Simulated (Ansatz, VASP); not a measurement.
# One calculation of KTaO3, two programs

```
K Ta O
1.0
     3.97213    0.00000    0.00000
     0.00000    3.97213    0.00000
     0.00000    0.00000    3.97213
K Ta O
1 1 3
Cartesian
  1.9861 1.9861 1.9861
  0.0000 0.0000 0.0000
  0.0000 1.9861 0.0000
  0.0000 0.0000 1.9861
  1.9861 0.0000 0.0000
```

Alike in both runs: task single point; functional PBEsol; k mesh 8 × 8 × 8; occupations gaussian, width 0.02 eV; no spin polarisation.

|  | VASP | Ansatz |
| --- | --- | --- |
| version | VASP 6.6.1 | Ansatz 0.2.0 |
| potentials or method | VASP PAW PBE potentials, release 64 (K_sv, Ta_pv, O) | scalar-relativistic, plane waves, PAW |
| plane-wave cutoff (eV) | 520 | 420 |
| valence electrons in the cell | 38 | 40 |

Ansatz gave:

* gap on the k mesh at the Fermi level (eV): 2.16
* least direct gap on the mesh (eV): 2.76
* pressure (GPa): 2.1

Estimate VASP's values.

gap on the k mesh at the Fermi level (eV): 2.11; least direct gap on the mesh (eV): 2.73; pressure (GPa): 2.8.

The two sets of potentials don't hold the same shells in valence.

Caveats: the PAW data sets were made with another functional, which shifts forces and pressure a little (VASP); spin-orbit coupling is left out, which moves the levels of the heavy elements. PBEsol gaps usually lie below the measured ones, often by a third to a half. A k mesh can miss the band edges.
